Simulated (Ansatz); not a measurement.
Crystal: Cu.

```
Cu
1.0
     1.21846   -3.97638    0.00000
     1.21846    3.97638    0.00000
     0.00000    0.00000    2.47550
Cu
2
Direct
  0.86613 0.13387 0.75000
  0.13387 0.86613 0.25000
```

This isn't the form of Cu at room conditions, which is fcc.

Base run:

* Program: Ansatz 0.2.0
* Functional: LDA
* Potentials or basis: Ansatz PAW
* Cutoff: 420 eV (not typed: the program's choice for these potentials)
* k mesh: 11 × 11 × 11
* Occupations: fermi-dirac, width 0.05 eV
* Spin: no spin polarisation

Its results: band gap on the k mesh none (metal or under the smearing width); pressure -7.6 GPa; largest force 0.042 eV/Å.

Q: After a change of settings the same cell gave: band gap on the k mesh none (metal or under the smearing width); pressure -1.5 GPa; largest force 0.005 eV/Å. Which change was it?
A. functional from LDA to PBE
B. functional from LDA to PBEsol
C. functional from LDA to PBE; occupations from fermi-dirac, width 0.05 eV to gaussian, width 0.011 eV

A: B.

PBEsol binds less tightly than LDA, so the same cell stands under more pressure.

Caveats: the PAW data sets come from PBE, with cores solved anew for the run's functional, which leaves a small shift of forces and pressure.
